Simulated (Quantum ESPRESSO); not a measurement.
# How AlAs absorbs and reflects light

Wanted: where AlAs starts to absorb, how strongly, and its refractive index.

Main program and level: Quantum ESPRESSO 7.5; DFT, PBE, plane waves with norm-conserving potentials (PseudoDojo), scalar-relativistic, independent-particle optical response without local fields and without the non-local commutator.

This account leaves out most program logs.

### Step 1. Starting point

The structure is cubic, space group F-43m (No. 216). The conventional cell has a = 5.661 Å, b = 5.661 Å, c = 5.661 Å, α = 90.00°, β = 90.00°, γ = 90.00°. Nearest to As lie 4 Al at 2.45 Å. Nearest to Al lie 4 As at 2.45 Å. Farther neighbours are not listed.

### Step 2. Ground state

The self-consistent density comes first; it also tells whether there is a gap, which decides the occupations and the need for a Drude term.

This step: DFT, PBE, plane waves with norm-conserving potentials (PseudoDojo), scalar-relativistic, ground state (Quantum ESPRESSO 7.5).

Contents of scf.in:

```
&control
  calculation = 'scf'
  prefix = 'x'
  outdir = './tmp'
  pseudo_dir = './'
  verbosity = 'high'
/
&system
  ibrav = 0
  nat = 2
  ntyp = 2
  ecutwfc = 70
  occupations = 'smearing'
  smearing = 'fd'
  degauss = 0.003675
  nbnd = 13
/
&electrons
  conv_thr = 1e-09
  electron_maxstep = 100
/
ATOMIC_SPECIES
  As 1.0 As.upf
  Al 1.0 Al.upf
CELL_PARAMETERS angstrom
  0.000000000000 2.830400000000 2.830400000000
  2.830400000000 0.000000000000 2.830400000000
  2.830400000000 2.830400000000 0.000000000000
ATOMIC_POSITIONS crystal
  As 0.750000000000 0.750000000000 0.750000000000
  Al 0.000000000000 0.000000000000 0.000000000000
K_POINTS automatic
  7 7 7 0 0 0
```

Run with:

```sh
$ mpirun -n 4 pw.x -nk 4 -in scf.in
```

Run time: 4.1 s. Hardware: 4 MPI ranks of Arm Neoverse V2, shared host; peak memory 0.07 GiB; 16 s of CPU time.

This step gave:

- total energy: -216.8 Ry
- gap on the k-mesh: 1.550 eV
- direct gap on the mesh: 2.045 eV

There is a gap, 1.55 eV on this mesh (points off the mesh can give less), so no carriers' term is needed.

### Step 3. Ground state with the final occupations

With the gap or the metal settled, the ground state is repeated with the fitting occupations, and the later steps take its density.

scf.in, as its differences from that of step 2:

```diff
@@ -12,6 +12,3 @@
   ecutwfc = 70
-  occupations = 'smearing'
-  smearing = 'fd'
-  degauss = 0.003675
-  nbnd = 13
+  occupations = 'fixed'
 /
```

Run with:

```sh
$ mpirun -n 4 pw.x -nk 4 -in scf.in
```

The job ended after 3.4 s (4 MPI ranks; peak memory 0.07 GiB; 13 s of CPU time).

### Step 4. Bands on the whole mesh, 11×11×11

At the fixed density, many empty bands are solved on the mesh of the response, since the spectrum sums over them.

This step: DFT, PBE, plane waves with norm-conserving potentials (PseudoDojo), scalar-relativistic, bands at fixed density (Quantum ESPRESSO 7.5).

nscf.in, as its differences from scf.in of step 3:

```diff
@@ -1,3 +1,3 @@
 &control
-  calculation = 'scf'
+  calculation = 'nscf'
   prefix = 'x'
@@ -5,3 +5,2 @@
   pseudo_dir = './'
-  verbosity = 'high'
 /
@@ -13,2 +12,5 @@
   occupations = 'fixed'
+  nbnd = 28
+  nosym = .true.
+  noinv = .true.
 /
@@ -17,2 +19,3 @@
   electron_maxstep = 100
+  diago_full_acc = .true.
 /
@@ -29,2 +32,2 @@
 K_POINTS automatic
-  7 7 7 0 0 0
+  11 11 11 0 0 0
```

Run with:

```sh
$ mpirun -n 4 pw.x -nk 4 -in nscf.in
```

It took 7 min on 4 MPI ranks; peak memory 0.06 GiB; 28 min of CPU time.

### Step 5. Dielectric function

With the density converged, the vertical transitions are summed over the zone.

This step: DFT, PBE, plane waves with norm-conserving potentials (PseudoDojo), scalar-relativistic, independent-particle optical response without local fields and without the non-local commutator (Quantum ESPRESSO 7.5).

Contents of epsilon.in:

```
&inputpp
  prefix = 'x'
  outdir = './tmp'
  calculation = 'eps'
/
&energy_grid
  smeartype = 'gauss'
  intersmear = 0.4
  wmin = 0.0
  wmax = 22
  nw = 500
/
```

Run with:

```sh
$ mpirun -n 4 epsilon.x -nk 4 -in epsilon.in
```

Wall time 1.8 s (4 MPI ranks); peak memory 0.05 GiB; 6.9 s of CPU time.

Numbers from this step:

* electronic dielectric constant ε∞, mean over x, y and z (by symmetry where fewer were run): 9.778
* main peak of Im epsilon, first axis: 4.220 eV
* centre of weight of the strongest loss peak in the window: 16.44 eV

Some rows of epsi_x.dat:

```text
# energy grid [eV]     epsi_x  epsi_y  epsi_z
#
    0.176352705    0.035135571    0.035135571    0.035135571
    1.234468938    0.317687378    0.317687378    0.317687378
    2.292585170    1.463487960    1.463487960    1.463487960
    3.350701403    9.026487112    9.026487112    9.026487112
    4.408817635   20.985473054   20.985473055   20.985473055
    5.466933868   12.905140905   12.905140905   12.905140905
    6.525050100    5.613911001    5.613911001    5.613911001
    7.583166333    3.626756783    3.626756783    3.626756783
    8.641282565    2.100568859    2.100568859    2.100568859
    9.699398798    1.424590412    1.424590412    1.424590412
   10.757515030    0.784760909    0.784760909    0.784760909
   11.815631263    0.577337258    0.577337258    0.577337258
   12.873747495    0.399600021    0.399600021    0.399600021
   13.931863727    0.356843017    0.356843017    0.356843017
   14.989979960    0.274451444    0.274451444    0.274451444
   16.048096192    0.210295876    0.210295876    0.210295876
   17.106212425    0.163793413    0.163793413    0.163793413
   18.164328657    0.139853770    0.139853770    0.139853770
   19.222444890    0.115564060    0.115564060    0.115564060
   20.280561122    0.081667864    0.081667864    0.081667864
   21.338677355    0.070451862    0.070451862    0.070451862
```

Values under the direct gap are tails of Lorentzian lines. Im ε, any direction against photon energy; read off at these points:

```
photon energy (eV)  Im ε, any direction
               0.0                    0
               1.0                0.233
               2.0                 1.19
               3.0                 7.47
               4.0                 20.7
               4.2                 25.0
               5.0                 15.9
               6.0                 7.09
               7.0                 5.03
               8.0                 2.78
               9.0                 1.98
              10.0                 1.36
              11.0                0.834
              12.0                0.542
              13.0                0.375
              14.0                0.359
              15.0                0.274
              16.0                0.211
              17.0                0.170
              18.0                0.135
              19.0                0.115
              20.0               0.0887
              21.0               0.0714
              22.0               0.0675
```

The Re ε, any direction by photon energy:

photon energy (eV), Re ε, any direction and a bar from the least value:
```
        0        9.8 #####################
        1       10.3 #####################
        2       12.4 ########################
        3       16.4 ##############################
        4       13.7 ##########################
        5       -2.5 ###
        6       -4.6 
        7       -4.0 #
        8       -3.7 #
        9       -2.4 ###
       10       -2.0 ####
       11       -1.3 #####
       12       -0.9 #####
       13       -0.6 ######
       14       -0.3 ######
       15       -0.2 ######
       16        0.0 #######
       17        0.1 #######
       18        0.2 #######
       19        0.3 #######
       20        0.4 #######
       21        0.4 #######
       22        0.5 #######
```

Values under the direct gap are tails of Lorentzian lines. Loss function −Im 1/ε at q → 0, any direction against energy loss; read off at these points:

energy loss (eV), loss function −Im 1/ε at q → 0, any direction and a bar:
```
      0.0       0.00 
      1.0       0.00 
      2.0       0.01 
      3.0       0.02 
      4.0       0.03 
      5.0       0.06 
      6.0       0.10 #
      7.0       0.12 #
      8.0       0.13 #
      9.0       0.20 #
     10.0       0.23 #
     11.0       0.34 ##
     12.0       0.47 ###
     13.0       0.78 #####
     14.0       1.56 #########
     15.0       2.60 ###############
     16.0       4.70 ############################
     16.4       5.13 ##############################
     17.0       4.43 ##########################
     18.0       2.21 #############
     19.0       1.24 #######
     20.0       0.68 ####
     21.0       0.40 ##
     22.0       0.30 ##
```

Refractive index n and extinction k against photon energy:

| photon energy (eV) | n | k |
| --- | --- | --- |
| 0 | 3.13 | 0 |
| 1 | 3.21 | 0.0363 |
| 2 | 3.53 | 0.168 |
| 3 | 4.15 | 0.901 |
| 4 | 4.38 | 2.36 |
| 5 | 2.61 | 3.05 |
| 6 | 1.39 | 2.55 |
| 7 | 1.10 | 2.29 |
| 8 | 0.682 | 2.04 |
| 9 | 0.594 | 1.67 |
| 10 | 0.452 | 1.50 |
| 11 | 0.347 | 1.20 |
| 12 | 0.272 | 0.998 |
| 13 | 0.235 | 0.799 |
| 14 | 0.284 | 0.632 |
| 15 | 0.274 | 0.499 |
| 16 | 0.311 | 0.339 |
| 17 | 0.383 | 0.222 |
| 18 | 0.477 | 0.142 |
| 19 | 0.542 | 0.106 |
| 20 | 0.597 | 0.0743 |
| 21 | 0.648 | 0.0550 |
| 22 | 0.685 | 0.0493 |

Table of reflectivity at normal incidence, any direction by photon energy; read off at these points:

```
photon energy (eV)  reflectivity at normal incidence, any direction (%)
              0.00                                                 26.6
              0.50                                                 26.8
              1.00                                                 27.6
              1.50                                                 29.0
              2.00                                                 31.2
              2.50                                                 35.0
              3.00                                                 39.2
              3.50                                                 42.7
              4.00                                                 49.2
              4.50                                                 53.9
              5.00                                                 53.3
              5.50                                                 58.7
              5.64                                                 60.6
              6.00                                                 54.5
              6.50                                                 57.5
              7.00                                                 54.3
              7.50                                                 55.6
              8.00                                                 60.9
              8.11                                                 61.6
              8.50                                                 56.4
              9.00                                                 55.4
              9.35                                                 59.8
              9.50                                                 58.3
             10.00                                                 58.5
             10.27                                                 63.8
             10.50                                                 61.7
             11.00                                                 57.5
             11.42                                                 63.6
             11.50                                                 63.2
             12.00                                                 58.4
             12.50                                                 60.3
             13.00                                                 56.6
             13.50                                                 51.5
             14.00                                                 44.5
             14.50                                                 41.7
             15.00                                                 41.4
             15.50                                                 39.0
             16.00                                                 32.1
             16.50                                                 26.6
             17.00                                                 21.9
             17.50                                                 17.7
             18.00                                                 13.4
             18.50                                                 11.8
             19.00                                                 9.24
             19.50                                                 8.19
             20.00                                                 6.56
             20.50                                                 5.38
             21.00                                                 4.66
             21.50                                                 3.88
             22.00                                                 3.58
```

At chosen wavelengths:

| wavelength (nm) | n | k | R (%) | 1/α |
| --- | --- | --- | --- | --- |
| 1550 | 3.18 | 0.028 | 27.2 | 4.5 µm |
| 633 | 3.51 | 0.156 | 31.1 | 322 nm |
| 450 | 4.05 | 0.549 | 37.2 | 65 nm |
| 405 | 4.10 | 0.970 | 39.2 | 33 nm |
| 308 | 4.37 | 2.430 | 49.7 | 10 nm |
| 248 | 2.61 | 3.051 | 53.3 | 6.5 nm |
| 193 | 1.24 | 2.558 | 57.1 | 6.0 nm |

Below the direct gap, k and the depth come from the tails of the Lorentzian lines, not from transitions.

Rows near the edge hang on the gap, which this functional as a rule makes too small, and phonon-assisted absorption is left out.

### Step 6. Summary of results

* electronic dielectric constant ε∞, mean over x, y and z (by symmetry where fewer were run) (independent particles): 9.78
* main peak of Im epsilon, first axis: 4.22 eV
* centre of weight of the strongest loss peak in the window, first axis: 16.4 eV

In words: At this level (PBE, independent particles) AlAs has ε∞ = 9.78 and n = 3.18 at 1550 nm, and Im ε peaks at 4.2 eV. Excitons and phonon-assisted transitions are missing, and so are local fields; PBE gaps are as a rule too small, which pulls the onset down and ε∞ up. epsilon.x leaves out the commutator of the non-local potential, so its intensities are off, as a rule too high. The sum runs over mesh points, so small or evenly spaced maxima can still be ripples of the mesh.

[Machine, clock, banner and «Message from routine» lines are left out of the logs.]

[Logs are printed without paths, hosts, clocks, repeated set-up lines and the standing remarks that a program may print on its own settings, such as how far it seeks lower states.]

[Hosts, paths, dates, database ids (printed as entryN), source tags and the programs' standing remarks are cut or masked in the printed files.]
